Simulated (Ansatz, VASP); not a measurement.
**Si2Mo: VASP beside Ansatz**

Contents of INCAR:

```
PREC = Accurate
ENCUT = 520
EDIFF = 1E-7
ISMEAR = -1
SIGMA = 0.05
LREAL = False
LASPH = True
NELM = 60
ALGO = Normal
ISIF = 2
LWAVE = False
LCHARG = False
GGA = PE
NBANDS = 18
```

File KPOINTS:

```
Automatic mesh
0
Gamma
  12 12 12
```

The input POSCAR:

```
Si2Mo
1.0
   -1.6000000000      1.6000000000      3.9305000000
    1.6000000000     -1.6000000000      3.9305000000
    1.6000000000      1.6000000000     -3.9305000000
Mo Si
1 2
Direct
    0.0176620000      0.0018630000      0.0066410000
    0.6778390000      0.6943160000      0.0250040000
    0.3319990000      0.3458110000      0.0115010000
```

The input input.yaml:

```yaml
crystal:
  lattice:
    - [-1.6, 1.6, 3.9305]
    - [1.6, -1.6, 3.9305]
    - [1.6, 1.6, -3.9305]
  atoms:
    - { symbol: Mo, position: [0.017662, 0.001863, 0.006641] }
    - { symbol: Si, position: [0.677839, 0.694316, 0.025004] }
    - { symbol: Si, position: [0.331999, 0.345811, 0.011501] }
hamiltonian:
  xc: pbe
  pseudopotentials: { kind: paw }
kpoints:
  mp_grid: { grid: [12, 12, 12] }
scf:
  occupations: { method: fermi_dirac, width: 0.05 }
output:
  forces: true
  stress: true
  eigenvalues: true
```

Change from the starting cell: atoms moved at random, drawn with an rms of 0.05 Å.

Alike in both runs: task single point; functional PBE; k mesh 12 × 12 × 12; occupations fermi-dirac, width 0.05 eV; no spin polarisation.

|  | VASP | Ansatz |
| --- | --- | --- |
| version | VASP 6.6.1 | Ansatz 0.2.0 |
| potentials or method | VASP PAW PBE potentials, release 64 (Mo_sv, Si) | Ansatz PAW |
| plane-wave cutoff (eV) | 520 | 420 |
| valence electrons in the cell | 22 | 22 |

Ansatz gave:

```
gap on the k mesh at the Fermi level (eV)       : none
pressure (GPa)                                  : 2.5
largest component of the traceless stress (GPa) : 0.77
rms of the force components (eV/Å)              : 0.465
```

What did VASP give for the same quantities?

gap on the k mesh at the Fermi level (eV): none; pressure (GPa): 2.7; largest component of the traceless stress (GPa): 0.76; rms of the force components (eV/Å): 0.464.

Atom by atom the forces differ by 0.003 eV/Å (rms over components). A gap of «none» marks a metal or a gap that the smearing closes.
